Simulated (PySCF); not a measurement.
**C3H6O: geometry, coupled-cluster ionisations and excitations**

Wanted: the coupled-cluster ionisations and excitations of C3H6O (`CC(C)=O`), by calculation.

The runs use PySCF 2.14.0, with density-fitted response routines of our own; the level of theory stands in each step. All values are computed, except where a source is named. Atoms are numbered from 0 throughout.

### 1 The molecule as given

10 atoms, charge 0, multiplicity 1; geometry from: GFN2-xTB.

Bonds of the start (Å): C0–C1 1.51, C1–C2 1.51, C1–O3 1.20, C0–H4 1.09, C0–H5 1.09, C0–H6 1.09, C2–H7 1.09, C2–H8 1.09, C2–H9 1.09.

### 2 Optimising the geometry at PBE0-D3(BJ)/def2-TZVP

The job: settings as JSON, then the geometry in Å.

```
{"job": {"xc": "PBE0", "basis": "def2-TZVP", "d3": "d3bj", "grid": 2, "kind": "geom"}, "charge": 0, "multiplicity": 1}
C     -1.215460    -0.110070    -0.784160
C     -0.007220    -0.000070     0.113370
C      1.306020     0.110810    -0.621620
O     -0.083610    -0.000590     1.314420
H     -1.124330    -0.988810    -1.418710
H     -1.279490     0.764530    -1.425840
H     -2.120180    -0.190240    -0.187830
H      2.126740     0.190290     0.085940
H      1.448150    -0.763470    -1.254820
H      1.297000     0.990220    -1.261690
```

What it wrote:

```text
step   0  E = -193.00760681  max force = 0.008767
step   1  E = -193.00758776  max force = 0.005585
step   2  E = -193.00791986  max force = 0.000879
step   3  E = -193.00792414  max force = 0.000349
optimisation converged
```

Run time: 15 s. Hardware: 4 threads of Arm Neoverse V2, shared host.

Along the way:

```
step  energy from step 0 (eV)  largest force component (eV/Å)
   0                   0.0000                          0.4508
   1                   0.0005                          0.2872
   2                  -0.0085                          0.0452
   3                  -0.0086                          0.0179
```

Close pairs (by a distance rule), those that changed most:

```
 bond  before (Å)  after (Å)  change (Å)
C0–H5       1.087      1.094      +0.007
C2–H9       1.088      1.094      +0.006
C0–H4       1.088      1.094      +0.006
C2–H8       1.089      1.094      +0.005
C0–C1       1.509      1.506      -0.003
C1–C2       1.509      1.506      -0.003
C1–O3       1.203      1.205      +0.002
C0–H6       1.087      1.088      +0.002
```

The end geometry stands in the next job.

```
                         at the end point                 value
  point group (found at 0.08 Å tolerance)                   C2v
rotational constants (GHz, main isotopes)  10.237, 8.620, 4.965
                        dipole moment (D)                  2.99
```

### 3 Coupled cluster and EOM states: aug-cc-pVDZ

The job: settings as JSON, then the geometry in Å.

```
{"job": {"kind": "eom", "basis": "aug-cc-pVDZ", "nip": 2, "nee": 6}, "charge": 0, "multiplicity": 1}
C     -1.227659    -0.111805    -0.778820
C     -0.006196    -0.000273     0.095825
C      1.316846     0.112477    -0.615651
O     -0.083258    -0.001045     1.298842
H     -1.147683    -0.988687    -1.427390
H     -1.302707     0.760592    -1.433956
H     -2.121855    -0.188804    -0.163426
H      2.125359     0.187602     0.108823
H      1.474423    -0.758353    -1.258101
H      1.320351     0.990895    -1.267084
```

With the program's defaults for keys left out, this is: EOM-CCSD/aug-cc-pVDZ, vertical, frozen core, gas phase.

What it wrote:

```text
E(HF) = -191.9890374648
E(MP2) = -192.6146102251
E(CCSD) = -192.6536111615
T1 diagnostic = 0.0138

EOM-IP-CCSD (eV)   Koopmans (eV)
   9.5312      11.2383
  12.6519      13.3422

EOM-EE-CCSD singlets (eV): 4.5870 6.3967 7.4278 7.4604 7.5936 8.0342

EOM-EE-CCSD triplets (eV): 4.1896 6.3224 6.3481
```

Wall time 13 min (4 threads of Arm Neoverse V2, shared host).

Ionisations by orbital:

```
  hole  EOM-IP-CCSD (eV)  Koopmans (eV)  difference  one-hole weight
  HOMO              9.53          11.24       -1.71             0.95
HOMO−1             12.65          13.34       -0.69             0.94
```

Excited states (Hartree-Fock orbitals):

```
    state    eV                         main excitations
singlet 1  4.59      HOMO→LUMO+10 0.41, HOMO→LUMO+8 0.25
singlet 2  6.40        HOMO→LUMO 0.73, HOMO→LUMO+13 0.12
singlet 3  7.43       HOMO→LUMO+2 0.80, HOMO→LUMO+8 0.11
singlet 4  7.46                         HOMO→LUMO+1 0.86
singlet 5  7.59       HOMO→LUMO+3 0.60, HOMO→LUMO+6 0.20
singlet 6  8.03       HOMO→LUMO+6 0.47, HOMO→LUMO+3 0.25
triplet 1  4.19      HOMO→LUMO+10 0.40, HOMO→LUMO+8 0.27
triplet 2  6.32        HOMO→LUMO 0.70, HOMO→LUMO+13 0.13
triplet 3  6.35  HOMO−1→LUMO+10 0.37, HOMO−1→LUMO+8 0.26
```

### 4 What came out

```
                            quantity                  value
                         point group                    C2v
rotational constants (main isotopes)  10.24, 8.62, 4.97 GHz
    correlation energy, MP2 and CCSD      -17.02, -18.08 eV
                       T1 diagnostic                 0.0138
      first ionisation (EOM-IP-CCSD)                9.53 eV
        lowest singlet (EOM-EE-CCSD)                4.59 eV
```

Over 3 steps the energy fell by 0.009 eV; of the close pairs, C0–H5 changed most, 1.087 to 1.094 Å. MP2 recovers 94 % of the CCSD correlation energy. For the hole of the first ionisation, Koopmans' theorem lies 1.71 eV above EOM-IP-CCSD.
